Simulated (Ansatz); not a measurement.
## A series in volume per atom on CuCl

All results are calculated (Ansatz 0.2.0). Periodic Kohn-Sham DFT of a crystal at fixed atoms; pressure and stress are positive in compression; the energy is the free energy less that of spherical unpolarised free atoms; site moments are those in the method's own spheres, positive along +z.

Cell of the first row (space group F-43m, No. 216):
```
CuCl
1.0
      0.0000     2.6548     2.6548
      2.6548     0.0000     2.6548
      2.6548     2.6548     0.0000
Cu Cl
1 1
Direct
  0.00000 0.00000 0.00000
  0.75000 0.75000 0.75000
```

Settings of every row: method all-electron PAW; functional LDA; relativity scalar; k mesh 11x11x11; filling fermi-dirac; smearing width 0.03 eV; nucleus gaussian.

Atom start moment: 0 on all atoms.

Limits of some rows: small gap, it may come from the mesh (row 6, 7, 9, 10).

| row | volume per atom (Å³) | pressure (GPa) |
| --- | --- | --- |
| 1 | 18.71 | -3.706 |
| 2 | 18.72 | -3.735 |
| 3 | 19.109 | ? |
| 4 | 19.507 | -5.746 |
| 5 | 19.706 | -6.172 |
| 6 | 19.905 | -6.57 |
| 7 | 20.104 | -6.94 |
| 8 | 20.303 | -7.285 |
| 9 | 20.701 | -7.902 |
| 10 | 21.099 | -8.433 |

Question: what pressure should row 3 give?

Worked fit of pressure. Take u = (V_r/V)^(2/3) − 1 with V_r = 19.905 Å³ an atom, which is twice the finite (Eulerian) strain; such expansions in the strain, on which the Birch-Murnaghan equation of state is built, carry the rest volume and the bulk modulus. The shown rows have u = 0.04214, 0.04177, 0.01356, 0.00672, 0, -0.00661, -0.01311, -0.0258, -0.03809. Least squares give pressure = −6.5701 + 57.561 × u + 236.52 × u² + 247 × u³ GPa; a parabola predicts inner rows, each left out in turn, worse (root mean square 0.0035 against 0.00059 GPa). The rows lie off it by 0.000, 0.000, -0.001, 0.001, 0.000, 0.000, 0.000, 0.000, 0.000. The withheld row has u = 0.02758, so the fit gives −6.5701 + 57.561 × (0.02758) + 236.52 × (0.02758)² + 247 × (0.02758)³ = -4.797 GPa.

The calculation gave -4.797 GPa. The fit meets it to the printed digit.
